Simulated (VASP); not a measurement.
Set up this calculation in VASP 6.6.1, as the native input.

```yaml
Task: relaxation of cell and atoms
Functional: PBEsol
Potentials_or_basis: VASP PAW PBE potentials, release 64 (Ga_d, N)
Cutoff: 600 eV
k_mesh: 12 × 12 × 5
Occupations: gaussian, width 0.03 eV
Spin: no spin polarisation
Further_INCAR_settings: ALGO = Normal; EDIFF = 1e-07; IBRION = 2; EDIFFG = -0.005; NSW = 90; ISIF = 3
```

The structure of GaN lies in POSCAR:

```
GaN                                     
1.0
    3.1796023992      0.0000000000     -0.0000000000
   -1.5898011996      2.7536164476      0.0000000000
    0.0000000000      0.0000000000      5.1837581135
  Ga              N             
     2     2
Direct
     0.3333333300000021    0.6666666699999979    0.9992962099435415
     0.6666666699999979    0.3333333300000021    0.4992962099435415
     0.3333333300000021    0.6666666699999979    0.3757037900564585
     0.6666666699999979    0.3333333300000021    0.8757037900564585
```

The input as run:

INCAR

```
ALGO     = Normal         # electronic algorithm
EDIFF    = 1E-7           # SCF threshold, eV
EDIFFG   = -0.005         # ionic threshold
ENCUT    = 600            # plane-wave cutoff, eV
GGA      = PS             # functional
IBRION   = 2              # ionic algorithm
ISIF     = 3              # what is computed and relaxed
ISMEAR   = 0              # smearing method
LASPH    = True           # aspherical terms in the spheres
LCHARG   = False          # write CHGCAR
LREAL    = False          # projectors in reciprocal space
LWAVE    = False          # write WAVECAR
NELM     = 80             # most SCF steps
NSW      = 90             # ionic steps
PREC     = Accurate       # precision mode
SIGMA    = 0.03           # smearing width, eV
```

KPOINTS

```
k-points
0
Gamma
  12 12 5
```

Potentials or basis: VASP PAW PBE potentials, release 64 (Ga_d, N).

The run is started by

```sh
$ cat potpaw_PBE.64/Ga_d/POTCAR potpaw_PBE.64/N/POTCAR > POTCAR
$ mpirun -np 1 vasp_std > vasp.out
```

It gave:

```json
{
  "Relaxed volume": "11.35 Å³/atom",
  "Relaxed cell": "a = 3.180 Å, b = 3.180 Å, c = 5.183 Å, α = 90.00°, β = 90.00°, γ = 120.00°",
  "Space group after relaxing (to 0.05 Å)": "P6_3mc (No. 186)",
  "Energy gained by relaxing": "0.0 meV/atom",
  "Ionic steps": "2",
  "Pressure after relaxing": "0.0 GPa",
  "Band gap on the k mesh": "1.91 eV, direct"
}
```

Caveat: the PAW data sets were made with another functional, which shifts forces and pressure a little.

Run time: 90 s on 1 thread of Intel(R) Xeon(R) Platinum 8375C CPU @ 2.90GHz (Ice Lake), with other jobs on the host, peak memory 0.22 GiB.
